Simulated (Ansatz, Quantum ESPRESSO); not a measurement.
This is a calculation of BaTiO3 for Quantum ESPRESSO 7.5. 

pw.in

```
&CONTROL
  calculation = 'scf'
  prefix = 'pwscf'
  outdir = './tmp'
  pseudo_dir = './pseudo'
  tprnfor = .true.
  tstress = .true.
  disk_io = 'low'
/
&SYSTEM
  ibrav = 0
  celldm(1) = 8
  nat = 5
  ntyp = 3
  ecutwfc = 45
  ecutrho = 360
  nbnd = 28
  occupations = 'smearing'
  smearing = 'fd'
  degauss = 0.00367493
/
&ELECTRONS
  conv_thr = 1d-09
  electron_maxstep = 120
  mixing_beta = 0.5
/
ATOMIC_SPECIES
Ba   137.3270 ba_pbesol_v1.uspp.F.UPF
Ti    47.8670 ti_pbesol_v1.4.uspp.F.UPF
O     15.9990 o_pbesol_v1.2.uspp.F.UPF
CELL_PARAMETERS alat
  0.6678685679735   0.3855940974892   0.5476410939078
 -0.6678685679735   0.3855940974892   0.5476410939078
  0.0000000000000  -0.7711881950020   0.5476410939078
ATOMIC_POSITIONS crystal
Ba     0.0000000000    0.0000000000    0.0000000000
Ti     0.4845000000    0.4845000000    0.4845000000
O      0.5086000000    0.0175000000    0.5086000000
O      0.0175000000    0.5086000000    0.5086000000
O      0.5086000000    0.5086000000    0.0175000000
K_POINTS automatic
7 7 7 0 0 0
```

The input pp_density.in:

```
&INPUTPP
  prefix = 'pwscf'
  outdir = './tmp'
  filplot = 'density.dat'
  plot_num = 0
/
&PLOT
  nfile = 1
  filepp(1) = 'density.dat'
  iflag = 3
  output_format = 6
  fileout = 'density.cube'
/
```

File pp_potential.in:

```
&INPUTPP
  prefix = 'pwscf'
  outdir = './tmp'
  filplot = 'potential.dat'
  plot_num = 11
/
&PLOT
  nfile = 1
  filepp(1) = 'potential.dat'
  iflag = 3
  output_format = 6
  fileout = 'potential.cube'
/
```

Potentials or basis: GBRV 1.5 PBEsol.

The run is started by

```console
$ OMP_NUM_THREADS=1 mpirun -n 2 pw.x -nk 2 -in pw.in > pw.out
$ OMP_NUM_THREADS=1 mpirun -n 1 pp.x -in pp_density.in > pp_density.out
$ OMP_NUM_THREADS=1 mpirun -n 1 pp.x -in pp_potential.in > pp_potential.out
```

**Question.** Translate it to Ansatz 0.2.0. Potentials or basis there: Ansatz PAW, cutoff 420 eV.

**Answer.** As run (cutoffs and basis follow the program's own potentials, and thresholds, step limits or extra output files can differ):

File input.yaml:

```yaml
crystal:
  lattice:
    - [2.8273666084, 1.6323808724, 2.3183934932]
    - [-2.8273666084, 1.6323808724, 2.3183934932]
    - [0.0, -3.2647617449, 2.3183934932]
  atoms:
    - { symbol: Ba, position: [0.0, 0.0, 0.0] }
    - { symbol: Ti, position: [0.4845, 0.4845, 0.4845] }
    - { symbol: O, position: [0.5086, 0.0175, 0.5086] }
    - { symbol: O, position: [0.0175, 0.5086, 0.5086] }
    - { symbol: O, position: [0.5086, 0.5086, 0.0175] }
hamiltonian:
  xc: pbesol
  pseudopotentials: { kind: paw }
kpoints:
  mp_grid: { grid: [7, 7, 7] }
scf:
  occupations: { method: fermi_dirac, width: 0.05 }
output:
  forces: true
  stress: true
  eigenvalues: true
  write_density: true
  write_potential: true
  elf: true
  volumetric_format: npy
```

Potentials or basis: Ansatz PAW.

The run is started by

```console
$ ansatz run input.yaml --threads 1 --pin off --max-ram 3584MiB --backend cpu --events-out ev --progress --plain --runs-dir out
```

Both were run:

|  | Quantum ESPRESSO | Ansatz |
| --- | --- | --- |
| Pressure | -0.2 GPa | -1.2 GPa |
| Largest force | 0.130 eV/Å | 0.144 eV/Å |

Ansatz's pressure holds a Pulay term of +0.59 GPa for its cutoff of 420 eV, which the other run lacks.

Ansatz's potentials were made for PBE.

Where Ansatz's input types no cutoff or centring, it takes its own default and a Γ-centred mesh.

Pressure is positive in compression.
